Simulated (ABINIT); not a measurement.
# Nb (Fm-3m) in ABINIT: settings compared, part 2 of 2

ABINIT 10.8.3 (patched build). The steps go on from the part before.

## 3. Optical spectrum, LDA

Input file run.abi:

```
# Datasets
ndtset 3

# Pseudopotentials
pp_dirpath "./"
pseudos "Nb.upf"

# Structure
acell 2.9910616844 2.9910616844 2.9910616844 Angstrom
rprim
     0.0000000000     0.7071067812     0.7071067812
     0.7071067812     0.0000000000     0.7071067812
     0.7071067812     0.7071067812     0.0000000000
ntypat 1
znucl 41
natom 1
typat 1
xred
            0.0            0.0            0.0

# Plane-wave basis
ecut 37.0

# k points
ngkpt 12 12 12
nshiftk 4
shiftk
     0.5000000000     0.5000000000     0.5000000000
     0.5000000000     0.0000000000     0.0000000000
     0.0000000000     0.5000000000     0.0000000000
     0.0000000000     0.0000000000     0.5000000000
istwfk *1

# Exchange and correlation
ixc 7

# Bands and occupations
occopt 3
tsmear 0.00499791

# SCF cycle
nstep 80

# Output
iomode 3
prteig 0
prtebands 0

# Dataset 1: ground state
nband1 11
tolvrs1 1.0e-12
prtden1 1
prtwf1 0
kptopt1 1

# Dataset 2: empty bands at fixed density
iscf2 -3
getden2 1
nband2 16
nbdbuf2 4
tolwfr2 1.0e-12
nstep2 120
prtden2 0
kptopt2 1

# Dataset 3: wave functions and velocity matrix elements in the full zone
optdriver3 8
wfk_task3 "wfk_optics_fullbz"
getwfk3 2
nband3 12
kptopt3 1
prtevk3 1
inclvkb3 2
```

Input file optic.abi:

```
&FILES
 ddkfile_1 = 'runo_DS3_1_EVK.nc',
 ddkfile_2 = 'runo_DS3_2_EVK.nc',
 ddkfile_3 = 'runo_DS3_3_EVK.nc',
 wfkfile = 'runo_DS3_WFK.nc'
/
&PARAMETERS
 broadening = 0.003675,
 domega = 0.002,
 maxomega = 0.8,
 scissor = 0.000000,
 tolerance = 0.002
/
&COMPUTATIONS
 num_lin_comp = 1,
 lin_comp = 11,
 num_nonlin_comp = 0
/
```

Potentials or basis: PseudoDojo NC SR LDA v0.4 stringent.

Launch:

```console
> abinit run.abi > log 2>&1
> optic optic.abi > optic.log 2>&1
```

run.abo:

```text
.Version 10.8.3 of ABINIT
 DATASET    1 : space group Fm -3 m (#225); Bravais cF (face-center cubic)
================================================================================
 Values of the parameters that define the memory need for DATASET  1.
     intxc =       0    ionmov =       0      iscf =       7    lmnmax =       6
     lnmax =       6     mgfft =      32  mpssoang =       3    mqgrid =    3001
     natom =       1  nloc_mem =       1    nspden =       1   nspinor =       1
    nsppol =       1      nsym =      48    n1xccc =    2501    ntypat =       1
    occopt =       3   xclevel =       1
       mpw =        1389          nfft =       32768          nkpt =         182
================================================================================
================================================================================
[... 13 lines left out ...]
 DATASET    3 : space group Fm -3 m (#225); Bravais cF (face-center cubic)
================================================================================
 Values of the parameters that define the memory need for DATASET  3.
     intxc =       0    ionmov =       0      iscf =       7    lmnmax =       6
     lnmax =       6     mgfft =      32  mpssoang =       3    mqgrid =    3001
     natom =       1  nloc_mem =       1    nspden =       1   nspinor =       1
    nsppol =       1      nsym =      48    n1xccc =    2501    ntypat =       1
    occopt =       3   xclevel =       1
       mpw =        1389          nfft =       32768          nkpt =         182
================================================================================
================================================================================

--------------------------------------------------------------------------------
------------- Echo of variables that govern the present computation ------------
--------------------------------------------------------------------------------
 -outvars: echo values of preprocessed input variables --------
            acell      5.6522874092E+00  5.6522874092E+00  5.6522874092E+00 Bohr
              amu      9.29063800E+01
             ecut      3.70000000E+01 Hartree
           getden1          0
           getden2          1
           getden3          0
           getwfk1          0
           getwfk2          0
           getwfk3          2
             iscf1          7
             iscf2         -3
             iscf3          7
              ixc           7
           jdtset        1    2    3
                       outvar_i_n : Printing only first  50 k-points.
         kptrlatt       12  -12   12    -12   12   12    -12  -12   12
          kptrlen      9.59224982E+01
            natom           1
            nband1         11
            nband2         16
            nband3         12
           nbdbuf1          0
           nbdbuf2          4
           nbdbuf3          0
           ndtset           3
            ngfft          32      32      32
             nkpt         182
            nstep1         80
            nstep2        120
            nstep3         80
             nsym          48
           ntypat           1
                       prtocc : prtvol=0, do not print more k-points.
                       prtocc : prtvol=0, do not print more k-points.
                       prtocc : prtvol=0, do not print more k-points.
           occopt           3
        optdriver1          0
        optdriver2          0
        optdriver3          8
           prtden1          1
           prtden2          0
           prtden3          1
        prtebands           0
           prteig           0
           prtevk1          0
           prtevk2          0
           prtevk3          1
            prtwf1          0
            prtwf2          1
            prtwf3          1
            rprim      0.0000000000E+00  7.0710678120E-01  7.0710678120E-01
                       7.0710678120E-01  0.0000000000E+00  7.0710678120E-01
                       7.0710678120E-01  7.0710678120E-01  0.0000000000E+00
           shiftk      5.00000000E-01  5.00000000E-01  5.00000000E-01
[... 216 lines left out ...]
--- !ResultsGS
iteration_state: {dtset: 2, }
comment   : Summary of ground state results
lattice_vectors:
- [  0.0000000,   3.9967708,   3.9967708, ]
- [  3.9967708,   0.0000000,   3.9967708, ]
- [  3.9967708,   3.9967708,   0.0000000, ]
lattice_lengths: [   5.65229,    5.65229,    5.65229, ]
lattice_angles: [ 60.000,  60.000,  60.000, ] # degrees, (23, 13, 12)
lattice_volume:   1.2769024E+02
convergence: {deltae:  0.000E+00, res2:  0.000E+00, residm:  9.999E-13, diffor:  0.000E+00, }
etotal    :  -6.23330470E+01
entropy   :   0.00000000E+00
fermie    :   5.04649644E-01
cartesian_stress_tensor: null
pressure_GPa: null
xred      :
- [  0.0000E+00,   0.0000E+00,   0.0000E+00, Nb]
cartesian_forces: null
force_length_stats: {min: null, max: null, mean: null, }
...

 Integrated electronic density in atomic spheres:
 ------------------------------------------------
 Atom  Sphere_radius  Integrated_density
    1        2.00000          9.40030562
================================================================================

 ----iterations are completed or convergence reached----

 Mean square residual over all n,k,spin=   44.041E-14; max=  99.991E-14
 reduced coordinates (array xred) for    1 atoms
       0.000000000000      0.000000000000      0.000000000000

 cartesian coordinates (angstrom) at end:
    1      0.00000000000000     0.00000000000000     0.00000000000000
 length scales=  5.652287409212  5.652287409212  5.652287409212 bohr
              =  2.991061684400  2.991061684400  2.991061684400 angstroms
 Eigenvalues (hartree) for nkpt= 182  k points:
 kpt#   1, nband= 16, wtk=  0.00347, kpt= -0.0417 -0.0833  0.0000 (reduced coord)
  -1.50282   -0.60398   -0.60213   -0.60194    0.28600    0.50035    0.51248    0.51275
   0.59336    0.60270    0.96089    1.08861    1.12379    1.12887    1.33042    1.51342
      occupation numbers for kpt#   1
   2.00000    2.00000    2.00000    2.00000    2.00000    1.40566    0.34520    0.33048
   0.00000    0.00000    0.00000    0.00000    0.00000    0.00000    0.00000    0.00000
 prteigrs : prtvol=0 or 1, do not print more k-points.

--- !EnergyTerms
iteration_state     : {dtset: 2, }
comment             : Components of total free energy in Hartree
kinetic             :  1.80768846674489E+01
hartree             :  7.76254081438840E+00
xc                  : -1.29934358514431E+01
Ewald energy        : -4.84667333806334E+01
psp_core            :  1.58998267111201E+00
local_psp           : -3.61377498317986E+01
non_local_psp       :  7.83895113944202E+00
internal            : -6.23295597714837E+01
'-kT*entropy'       : -3.48726503576734E-03
total_energy        : -6.23330470365195E+01
...

--- !EnergyTermsDC
iteration_state     : {dtset: 2, }
comment             : '"Double-counting" decomposition of free energy'
band_energy         : -4.55130581937340E+00
Ewald energy        : -4.84667333806334E+01
psp_core            :  1.58998267111201E+00
xc_dc               : -1.09015032519961E+01
internal            : -6.23295597808909E+01
'-kT*entropy'       : -3.48726503576734E-03
total_energy_dc     : -6.23330470459267E+01
...

================================================================================
== DATASET  3 ==================================================================

--- !DatasetInfo
iteration_state: {dtset: 3, }
dimensions: {natom: 1, nkpt: 182, mband: 12, nsppol: 1, nspinor: 1, nspden: 1, mpw: 1389, }
cutoff_energies: {ecut:  37.0, pawecutdg:  -1.0, }
electrons: {nelect:   1.30000000E+01, charge:   0.00000000E+00, occopt:   3.00000000E+00, tsmear:   4.99791000E-03, }
meta: {optdriver: 8, wfk_task: 7, }
...

 mkfilename : getwfk/=0, take file _WFK from output of DATASET   2.

 Exchange-correlation functional for the present dataset will be:
  LDA: Perdew-Wang 92 LSD fit to Ceperley-Alder data - ixc=7
  J.P.Perdew and Y.Wang, PRB 45, 13244 (1992)

--------------------------------------------------------------------------------

 Computation of velocity matrix elements (DDK)

 Parameters extracted from the Abinit header:
    ecut:     37.0
    nkpt:    6912
    mband:   16
    nsppol:  1
    nspinor: 1
    useylm:  0
    inclvkb: 2
    bmin: 1, bmax: 16
    Computing diagonal and off-diagonal matrix elements
    Between band index bmin: 1, bmax: 16

== END DATASET(S) ==============================================================
================================================================================

 -outvars: echo values of variables after computation  --------
            acell      5.6522874092E+00  5.6522874092E+00  5.6522874092E+00 Bohr
           etotal1    -6.2333047046E+01
           etotal2    -6.2333047046E+01
           etotal3     0.0000000000E+00
            fcart1    -0.0000000000E+00 -0.0000000000E+00 -0.0000000000E+00
            fcart3     0.0000000000E+00  0.0000000000E+00  0.0000000000E+00
            rprim      0.0000000000E+00  7.0710678120E-01  7.0710678120E-01
                       7.0710678120E-01  0.0000000000E+00  7.0710678120E-01
                       7.0710678120E-01  7.0710678120E-01  0.0000000000E+00
           strten1     3.6392923212E-04  3.6392923212E-04  3.6392923212E-04
                       0.0000000000E+00  0.0000000000E+00  0.0000000000E+00
           strten3     0.0000000000E+00  0.0000000000E+00  0.0000000000E+00
                       0.0000000000E+00  0.0000000000E+00  0.0000000000E+00
 Calculation completed.
```

It took 3.7 min on 1 thread of Arm Neoverse V1, shared host; peak memory 2.7 GiB.

Results:

- Free energy: -1696.1686 eV
- Pressure: -10.7 GPa

Dielectric function (mean over the directions given):
```tsv
energy (eV)	real part	imaginary part
0.33	62.33	58.81
0.98	20.12	39.85
1.63	1.08	31.89
2.29	1.61	20.65
2.94	4.28	15.21
3.70	0.10	19.87
4.35	-6.32	17.14
5.01	-8.30	8.01
5.66	-4.31	4.96
6.31	-4.30	3.57
7.08	-2.25	1.98
7.73	-0.71	2.42
8.38	-0.43	2.06
9.03	0.14	2.23
9.69	0.28	3.38
10.45	0.14	1.91
11.10	0.69	2.54
11.76	0.17	2.33
12.41	0.27	2.24
13.06	-0.19	2.04
13.82	-0.36	2.08
14.48	-0.34	1.74
15.13	-0.48	1.90
15.78	-1.02	1.77
16.44	-0.57	1.25
17.20	-0.43	0.67
17.85	-0.31	0.70
18.50	-0.07	0.59
19.16	0.07	0.43
19.92	0.22	0.42
```

Caveat: the intraband (Drude) term is left out; spectra need much finer meshes, so this one isn't converged; independent-particle spectra lack excitons.
